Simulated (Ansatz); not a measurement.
# NiO2 (P6_3/mmc) in Ansatz: notebook

The runs below take NiO2 through band structure, with r2SCAN, LDA.

Program: Ansatz 0.2.0. These are calculated values, not measurements. Logs are shortened: lines on timing, memory, paths and dates and some standing lists are left out, and cuts for length are marked.

**1. The structure**

Symmetry: P6_3/mmc, No. 194, hexagonal system. Conventional cell: a = 2.912 Å, b = 2.912 Å, c = 10.555 Å, α = 90.00°, β = 90.00°, γ = 120.00°. Ni (site symmetry -3m) is surrounded by 6 O at 1.93 Å. O (site symmetry 3m) is surrounded by 3 Ni at 1.93 Å.

The cell comes from a database or a generator and needn't be the stable form of this composition.

**2. Band structure, r2SCAN, collinear spin, ferromagnetic start**

Input file input.yaml:

```yaml
crystal:
  lattice:
    - [2.9121517351, 0.0, 0.0]
    - [-1.4560758676, 2.5219973823, 0.0]
    - [0.0, 0.0, 10.55527]
  atoms:
    - { symbol: Ni, position: [0.0, 0.0, 0.5], spin: 1.0 }
    - { symbol: Ni, position: [0.0, 0.0, 0.0], spin: 1.0 }
    - { symbol: O, position: [0.3333333333, 0.6666666667, 0.589079] }
    - { symbol: O, position: [0.3333333333, 0.6666666667, 0.910921] }
    - { symbol: O, position: [0.6666666667, 0.3333333333, 0.410921] }
    - { symbol: O, position: [0.6666666667, 0.3333333333, 0.089079] }
hamiltonian:
  xc: r2scan
  pseudopotentials: { kind: paw }
magnetization:
  spin_polarized: true
kpoints:
  mp_grid: { grid: [10, 10, 3] }
  band_path:
    path:
      - [[0.0, 0.0, 0.0], [0.5, 0.0, 0.0], [0.3333333333, 0.3333333333, 0.0], [0.0, 0.0, 0.0], [0.0, 0.0, 0.5], [0.5, 0.0, 0.5], [0.3333333333, 0.3333333333, 0.5], [0.0, 0.0, 0.5]]
      - [[0.5, 0.0, 0.5], [0.5, 0.0, 0.0]]
      - [[0.3333333333, 0.3333333333, 0.0], [0.3333333333, 0.3333333333, 0.5]]
    npoints: 14
scf:
  occupations: { method: fermi_dirac, width: 0.05 }
  n_extra_bands: 15
output:
  forces: true
  stress: true
  eigenvalues: true
  fatbands: true
```

Potentials or basis: Ansatz PAW.

Run with:

```bash
$ ansatz run input.yaml --threads 2 --pin off --max-ram 5632MiB --backend cpu --events-out ev --progress --plain --runs-dir out
```

Output:

```text
Warning: RAYON_NUM_THREADS=2 ignored (pool sized by the plan → 2); use --threads N
scf.n_extra_bands = 15 over 30 filled bands (N_el = 60.0): the run solves 45 bands
Engine: ansatz 0.2.0, x86_64-unknown-linux-gnu
Pseudopotentials: kind: paw
Pseudopotential: Ni, paw, valence charge 18, recommended cutoff 500 eV (meta_gga), Ni.paw.azcp
Pseudopotential: O, paw, valence charge 6, recommended cutoff 500 eV (meta_gga), O.paw.azcp
Functional definition: r2SCAN
  parameter k0 = 0.174
  parameter k1 = 0.065
  parameter a1 = 4.9479
  exchange = r2scan_x(k0 = k0, k1 = k1, a1 = a1)
  correlation = r2scan_c
Crystal: 6 atoms, lattice volume = 77.523 Å³
Basis set: ecut = 500 eV, 1959 PW (Γ), exchange–correlation on 96×96×320 points (64 copies of the dense FFT grid, shifted against one another)
Bands: 45, of which v1, the nominal top of the filled ones, is band 30 counted from 1 (29 counted from 0)
Symmetry: 24 space group operations
Space group: P63/mmc (ITA 194), of the structure as read, at distance tolerance 4.3e-5 Å
Magnetic group: BNS 194.263 (UNI 1493), of the structure as read, at distance tolerance 4.3e-5 Å
k-points: 28 of 300
Non-local potential: Ni, projectors of the file, l = 0: 3, l = 1: 2, l = 2: 3, l = 3: 1
Non-local potential: O, projectors of the file, l = 0: 2, l = 1: 2, l = 2: 1
PAW form: soft (Blöchl's): semilocal exchange-correlation on the pseudo side does not see the compensation charge
PAW frozen core: Ni, regenerated for the run's functional (the file was generated under x = pbe(κ = 0.804, μ = 0.2195149727645171), c = pbe(β = 0.06672455060314922))
PAW frozen core: O, regenerated for the run's functional (the file was generated under x = pbe(κ = 0.804, μ = 0.2195149727645171), c = pbe(β = 0.06672455060314922))
PAW one-centre angular grid: Ni, 590 points (default); XC on 160 Gauss nodes
PAW one-centre angular grid: O, 302 points (default); XC on 160 Gauss nodes
Initial density: superposition of atomic densities (chi_scale 0.1, normalization cell, long waves kept (reshape's long-wave potential 0.29 eV rms))
Starting moments: Σ|m| = 2 μB on 2 of 6 sites
Initial wavefunctions: pseudopotential atomic-orbital guess
[... 29 lines left out ...]
this state was not tested for a lower state beside it, because the mixer in use, unlike msr1, does not test its closes by its own steps (another_mixer; see scf.mixing.algorithm and scf.lower_state_search)
NSCF: frozen V_eff on 129 k-points
SCF converged after 22 iterations
Magnetization: -0.0000 μB (30.0000 up, 30.0000 down)
Absolute magnetization: 0.0000 μB (∫|ρ↑−ρ↓|, with the PAW one-centre terms)
Spin contamination: 0.0000 ħ² per cell (⟨S²⟩ above its minimum at these occupations)
Per-site moments (μB) at R_I (Å): [(-1.9015299696488265e-6, 0.7946329827693107), (-1.901529969672046e-6, 0.7946329827693105), (7.470775045583688e-7, 0.7946329827693107), (7.470775044866317e-7, 0.7946329827693105), (7.470775045088442e-7, 0.7946329827693107), (7.470775044226171e-7, 0.7946329827693106)]
Free energy (F): -13959.276461 eV
Harris-Foulkes:  -13959.276461 eV  (|F-HF|=2.70e-9)
Internal energy: -13959.276461 eV  (E = F + TS)
E sigma→0 (E₀):  -13959.276461 eV
Entropy (-TS):   -0.000000 eV (-0.000 meV/atom)
Fermi energy:    4.367793 eV
--- Per-component energies (eV) ---
  E_band       = -1246.336772
  E_kinetic    = 1238.755977
  E_local      = -14056.489534  (includes V_loc(G=0)·N_el)
  E_nonlocal   = 1449.577638
  E_hartree    = 5973.813964
  E_xc         = -444.810455
  E_vxc        = -647.502432  (∫ρ·V_xc dr)
  E_paw        = -3902.984385  (= ΣΔE_a)
  E_vpaw       = -1222.502557  (= ΣTr[D̂ρ^β])
  E_aug_tail   = 0.005174  (compensation charges beyond the density's cutoff)
  E_vtau       = 44.197715  (kinetic-family band-sum trace: ∫τ·v_τ [+ j·A + Jᵃ·Aᵃ] dr)
  E_ewald      = -4216.416939
  E_core_change = -0.727901  (= ΣΔE_core)
  E_smearing   = -0.000000  (= −TS)
  E_closure    = -0.000000  (closes the sum)
  Σ components = -13959.276461   (vs F -13959.276461, Δ=0.00e0)
--- Forces (eV/Å), atoms counted from 1 ---
  atom   1  Ni     0.00000000    -0.00000000     0.00000000
  atom   2  Ni    -0.00000000    -0.00000000     0.00000000
  atom   3  O     -0.00000000     0.00000000    -0.95734037
  atom   4  O     -0.00000000    -0.00000000     0.95734037
  atom   5  O      0.00000000    -0.00000000     0.95734037
  atom   6  O      0.00000000     0.00000000    -0.95734037
  max |Σ_I F_I| component: 2.22e-16 eV/Å
--- Stress (GPa, compression-positive) ---
      -20.376085      -0.000000      -0.000000
       -0.000000     -20.376085       0.000000
       -0.000000       0.000000      -7.690749
  P = ⅓ Tr σ = -16.1476 GPa (-161.476 kbar)
--- Band table (eV; the first three rows and the last of 56) ---
  k-point 0 ↑: bands = ["-103.8470", "-103.8470", "-62.8103", "-62.8103", "-62.8102", "-62.8102", "-62.5112", "-62.5112", "-15.9520", "-15.9281", "-13.9164", "-13.8749", "-1.1896", "-1.1532", "-1.1532", "-1.1495", "-1.1495", "-0.9459", "1.7012", "1.7012", "1.7019", "1.7019", "2.5464", "2.9182", "2.9182", "2.9331", "2.9331", "3.1061", "3.3999", "3.5533", "6.1768", "6.1768", "6.1892", "6.1892", "11.3597", "13.1855", "13.2617", "15.2448", "17.0640", "17.1023", "23.4602", "23.4602", "23.6171", "23.6171", "24.4604"]
  k-point 1 ↑: bands = ["-103.8470", "-103.8470", "-62.8103", "-62.8103", "-62.8102", "-62.8102", "-62.5112", "-62.5112", "-15.9462", "-15.9342", "-13.9060", "-13.8853", "-1.1523", "-1.1523", "-1.1505", "-1.1505", "-1.1325", "-1.0110", "1.7014", "1.7014", "1.7017", "1.7017", "2.6704", "2.9219", "2.9219", "2.9293", "2.9293", "2.9374", "3.4690", "3.5333", "6.1800", "6.1800", "6.1861", "6.1861", "11.6129", "12.2943", "14.1852", "14.9430", "17.0839", "17.1052", "23.4977", "23.4977", "23.5758", "23.5758", "24.5446"]
  k-point 2 ↑: bands = ["-103.8468", "-103.8468", "-62.8131", "-62.8131", "-62.8109", "-62.8109", "-62.5108", "-62.5108", "-15.8440", "-15.8203", "-13.9242", "-13.8847", "-1.2258", "-1.1989", "-1.0723", "-1.0697", "-1.0683", "-0.8364", "1.4279", "1.4353", "1.5138", "1.5164", "2.6202", "2.6407", "2.7633", "3.0005", "3.0141", "3.2683", "3.4863", "3.6518", "5.8783", "5.9109", "6.1221", "6.1350", "11.7816", "13.4122", "13.6956", "15.6768", "17.2227", "17.4553", "22.5170", "22.6417", "23.7427", "23.8849", "24.3922"]
  k-point 27 ↓: bands = ["-103.8444", "-103.8444", "-62.8337", "-62.8337", "-62.8280", "-62.8280", "-62.5065", "-62.5065", "-14.3432", "-14.3331", "-14.1979", "-14.1875", "-1.2804", "-1.2617", "-1.2021", "-1.1792", "-0.5814", "-0.5628", "0.7180", "0.7373", "0.8178", "0.8482", "1.5668", "1.6020", "1.9341", "1.9360", "2.7151", "2.7585", "3.0262", "3.0695", "5.4670", "5.4762", "5.5306", "5.5392", "17.3078", "17.4117", "18.2216", "18.2820", "18.6700", "18.9634", "19.7086", "19.9016", "20.7856", "20.9135", "21.0818"]
```

Run time: 75 s. Hardware: 2 threads of Intel Xeon at 2.70GHz, shared host; peak memory 0.87 GiB.

Results:

- Free energy: -13959.2765 eV
- Pressure: -16.1 GPa
- Largest force: 0.957 eV/Å
- Band gap on the k mesh: 1.38 eV, indirect (least direct gap 1.58 eV)
- Band gap along the path: 1.37 eV, indirect (least direct gap 1.51 eV)
- Net moment: 0.00 μB per cell
- Absolute moment: 0.00 μB per cell

Forces on the atoms (eV/Å):
```
Ni   0.000  0.000  0.000
Ni   0.000  0.000  0.000
O    0.000  0.000 -0.957
O    0.000  0.000  0.957
O    0.000  0.000  0.957
O    0.000  0.000 -0.957
```

Levels at the corners of the path, in eV from the valence-band top:
Spin up:
| point | band 28 | band 29 | band 30 | band 31 | band 32 | band 33 |
| --- | --- | --- | --- | --- | --- | --- |
| Γ | -0.55 | -0.26 | -0.10 | 2.52 | 2.52 | 2.53 |
| M | -1.14 | -0.99 | -0.94 | 1.73 | 1.88 | 2.44 |
| K | -0.81 | -0.72 | -0.72 | 1.79 | 1.79 | 1.89 |
| Γ | -0.55 | -0.26 | -0.10 | 2.52 | 2.52 | 2.53 |
| A | -0.73 | -0.15 | -0.15 | 2.53 | 2.53 | 2.53 |
| L | -1.27 | -0.95 | -0.95 | 1.81 | 1.81 | 2.45 |
| H | -0.81 | -0.73 | -0.73 | 1.82 | 1.82 | 1.86 |
| A | -0.73 | -0.15 | -0.15 | 2.53 | 2.53 | 2.53 |
| L | -1.27 | -0.95 | -0.95 | 1.81 | 1.81 | 2.45 |
| M | -1.14 | -0.99 | -0.94 | 1.73 | 1.88 | 2.44 |
| K | -0.81 | -0.72 | -0.72 | 1.79 | 1.79 | 1.89 |
| H | -0.81 | -0.73 | -0.73 | 1.82 | 1.82 | 1.86 |
Spin down:
```tsv
point	band 27	band 28	band 29	band 30	band 31	band 32	band 33	band 34
Γ	-0.72	-0.55	-0.26	-0.10	2.52	2.52	2.53	2.53
M	-1.38	-1.14	-0.99	-0.94	1.73	1.88	2.44	2.46
K	-0.81	-0.81	-0.72	-0.72	1.79	1.79	1.89	1.89
Γ	-0.72	-0.55	-0.26	-0.10	2.52	2.52	2.53	2.53
A	-0.73	-0.73	-0.15	-0.15	2.53	2.53	2.53	2.53
L	-1.27	-1.27	-0.95	-0.95	1.81	1.81	2.45	2.45
H	-0.81	-0.81	-0.73	-0.73	1.82	1.82	1.86	1.86
A	-0.73	-0.73	-0.15	-0.15	2.53	2.53	2.53	2.53
L	-1.27	-1.27	-0.95	-0.95	1.81	1.81	2.45	2.45
M	-1.38	-1.14	-0.99	-0.94	1.73	1.88	2.44	2.46
K	-0.81	-0.81	-0.72	-0.72	1.79	1.79	1.89	1.89
H	-0.81	-0.81	-0.73	-0.73	1.82	1.82	1.86	1.86
```

Caveat: the magnetic or orbital state may not be the lowest; the PAW data sets come from PBE, with cores solved anew for the run's functional, which leaves a small shift of forces and pressure; the starting moments weren't kept.

**3. Band structure, LDA, collinear spin, ferromagnetic start**

input.yaml, as its differences from that of step 2:

```diff
@@ -13,3 +13,3 @@
 hamiltonian:
-  xc: r2scan
+  xc: lda
   pseudopotentials: { kind: paw }
```

Potentials or basis: Ansatz PAW.

Run with:

```bash
$ ansatz run input.yaml --threads 2 --pin off --max-ram 5632MiB --backend cpu --events-out ev --progress --plain --runs-dir out
```

Wall time 36 s (2 threads of Intel Xeon at 2.70GHz, shared host); peak memory 0.63 GiB.

Results (log left out):

```
Free energy             : -13761.2331 eV
Pressure                : -20.1 GPa
Largest force           : 1.437 eV/Å
Band gap on the k mesh  : 0.84 eV, indirect (least direct gap 1.14 eV)
Band gap along the path : 0.83 eV, indirect (least direct gap 1.07 eV)
Net moment              : 0.00 μB per cell
Absolute moment         : 0.00 μB per cell
```

Forces on the atoms (eV/Å):
```
Ni   0.000  0.000  0.000
Ni   0.000  0.000  0.000
O    0.000  0.000 -1.437
O    0.000  0.000  1.437
O    0.000  0.000  1.437
O    0.000  0.000 -1.437
```

Stress tensor (GPa, compression positive):
```
-24.22   0.00   0.00
  0.00 -24.22   0.00
  0.00   0.00 -11.95
```

Levels at the corners of the path, in eV from the valence-band top:
Spin up:
```tsv
point	band 26	band 27	band 28	band 29	band 30	band 31	band 32	band 33	band 34	band 35
Γ	-1.05	-1.05	-0.91	-0.21	-0.07	1.96	1.96	1.98	1.98	6.57
M	-1.45	-1.44	-1.44	-0.96	-0.92	1.22	1.39	1.88	1.90	11.05
K	-1.55	-0.71	-0.71	-0.64	-0.64	1.21	1.21	1.32	1.32	12.67
Γ	-1.05	-1.05	-0.91	-0.21	-0.07	1.96	1.96	1.98	1.98	6.57
A	-1.06	-1.06	-1.06	-0.12	-0.12	1.97	1.97	1.97	1.97	7.10
L	-1.54	-1.44	-1.44	-0.94	-0.94	1.31	1.31	1.89	1.89	11.43
H	-1.55	-0.71	-0.71	-0.64	-0.64	1.24	1.24	1.29	1.29	12.71
A	-1.06	-1.06	-1.06	-0.12	-0.12	1.97	1.97	1.97	1.97	7.10
L	-1.54	-1.44	-1.44	-0.94	-0.94	1.31	1.31	1.89	1.89	11.43
M	-1.45	-1.44	-1.44	-0.96	-0.92	1.22	1.39	1.88	1.90	11.05
K	-1.55	-0.71	-0.71	-0.64	-0.64	1.21	1.21	1.32	1.32	12.67
H	-1.55	-0.71	-0.71	-0.64	-0.64	1.24	1.24	1.29	1.29	12.71
```
Spin down:
| point | band 28 | band 29 | band 30 | band 31 | band 32 | band 33 |
| --- | --- | --- | --- | --- | --- | --- |
| Γ | -0.91 | -0.21 | -0.07 | 1.96 | 1.96 | 1.98 |
| M | -1.44 | -0.96 | -0.92 | 1.22 | 1.39 | 1.88 |
| K | -0.71 | -0.64 | -0.64 | 1.21 | 1.21 | 1.32 |
| Γ | -0.91 | -0.21 | -0.07 | 1.96 | 1.96 | 1.98 |
| A | -1.06 | -0.12 | -0.12 | 1.97 | 1.97 | 1.97 |
| L | -1.44 | -0.94 | -0.94 | 1.31 | 1.31 | 1.89 |
| H | -0.71 | -0.64 | -0.64 | 1.24 | 1.24 | 1.29 |
| A | -1.06 | -0.12 | -0.12 | 1.97 | 1.97 | 1.97 |
| L | -1.44 | -0.94 | -0.94 | 1.31 | 1.31 | 1.89 |
| M | -1.44 | -0.96 | -0.92 | 1.22 | 1.39 | 1.88 |
| K | -0.71 | -0.64 | -0.64 | 1.21 | 1.21 | 1.32 |
| H | -0.71 | -0.64 | -0.64 | 1.24 | 1.24 | 1.29 |

Caveat: the pressure holds a Pulay correction of +1.0 GPa for the finite cutoff; the PAW data sets come from PBE, with cores solved anew for the run's functional, which leaves a small shift of forces and pressure; forces of over 1 eV/Å show positions far from the minimum, so gaps and moduli don't describe the material at rest; the starting moments weren't kept. LDA gaps usually lie below the measured ones, often by a third to a half.
